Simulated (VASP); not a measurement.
Set up this calculation in VASP 6.6.1, as the native input.

| Quantity | Value |
| --- | --- |
| Task | single point |
| Functional | BLYP |
| Potentials or basis | VASP PAW PBE potentials, release 64 (In_d) |
| Cutoff | 520 eV |
| k mesh | 12 × 12 × 12 |
| Occupations | fermi-dirac, width 0.1 eV |
| Spin | no spin polarisation |
| Dipole correction | no |
| Further INCAR settings | ALGO = Normal; EDIFF = 1e-07; NBANDS = 12 |

The structure of In lies in POSCAR:

```
In
1.0
   -1.9901335492      1.9901335492      1.9901335492
    1.9901335492     -1.9901335492      1.9901335492
    1.9901335492      1.9901335492     -1.9901335492
In
1
Direct
    0.0000000000      0.0000000000      0.0000000000
```

The cell was built by a generator and needn't be a form met in nature.

One way to write it, as run:

INCAR

```
PREC = Accurate
ENCUT = 520
EDIFF = 1E-7
ISMEAR = -1
SIGMA = 0.1
LREAL = False
LASPH = True
NELM = 80
ALGO = Normal
ISIF = 2
LWAVE = False
LCHARG = False
GGA = B5
ALDAX = 1.0
AGGAX = 1.0
AGGAC = 1.0
ALDAC = 0.0
NBANDS = 12
```

KPOINTS

```
regular mesh
0
Gamma
  12 12 12
```

Potentials or basis: VASP PAW PBE potentials, release 64 (In_d).

The run is started by

```bash
$ cat potpaw_PBE.64/In_d/POTCAR > POTCAR
$ mpirun -np 1 vasp_std > vasp.out
```

It gave:

* Pressure: 0.0 GPa
* Band gap on the k mesh: none (metal or under the smearing width)

Caveat: the PAW data sets were made with another functional, which shifts forces and pressure a little.

It took 19 s on 1 thread of Intel(R) Xeon(R) 6975P-C (Granite Rapids), on a shared host, peak memory 0.16 GiB.
